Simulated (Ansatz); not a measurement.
Stackings of close-packed layers of Ir (one atom a layer), each relaxed to a stress under 0.05 GPa; h and k mark layers whose two neighbours have the same or different letters; energies count from the stacking AB (P6_3/mmc).

The calculation used DFT PBE, scalar-relativistic, plane waves, PAW in Ansatz 0.2.0.

Cutoff 420 eV; k points 18×18×5 on the computed 4-atom cell (Γ-centred); Gaussian smearing, width 0.10 eV; no spin polarisation.

Start (ABAC (khkh)):

```
CELL_PARAMETERS angstrom
2.74805 0.00000 0.00000
-1.37403 2.37988 0.00000
0.00000 0.00000 8.90680
ATOMIC_POSITIONS crystal
Ir 0.00000 0.00000 0.00000
Ir 0.33333 0.66667 0.25000
Ir 0.00000 0.00000 0.50000
Ir 0.66667 0.33333 0.75000
```

Question: What does the relaxation give?

Answer: The free energy falls by 1 meV/atom.

| Property | Result |
| --- | --- |
| excess energy (meV/atom) | -41.0 |
| spacing of like layers (Å) | 2.234 |
| a (Å) | 2.740 |
| gap on the mesh (eV) | 0 |

Relaxed structure:
```yaml
crystal:
  lattice:
    - [2.73959, 0.00000, 0.00000]
    - [-1.36980, 2.37256, 0.00000]
    - [0.00000, 0.00000, 8.93761]
  atoms:
    - { symbol: Ir, position: [0.00000, 0.00000, 0.00000] }
    - { symbol: Ir, position: [0.33333, 0.66667, 0.25000] }
    - { symbol: Ir, position: [0.00000, 0.00000, 0.50000] }
    - { symbol: Ir, position: [0.66667, 0.33333, 0.75000] }
```

Spin-orbit coupling is left out, which matters for the bands of heavy elements.

Small energy differences in metals hang on the k mesh (about 10 mJ/m² or 1 to 2 meV/atom on the mesh of the relaxation).

It took 39 s on 1 thread of Intel(R) Xeon(R) Platinum 8488C (Sapphire Rapids) (shared host), peak memory 0.5 GiB.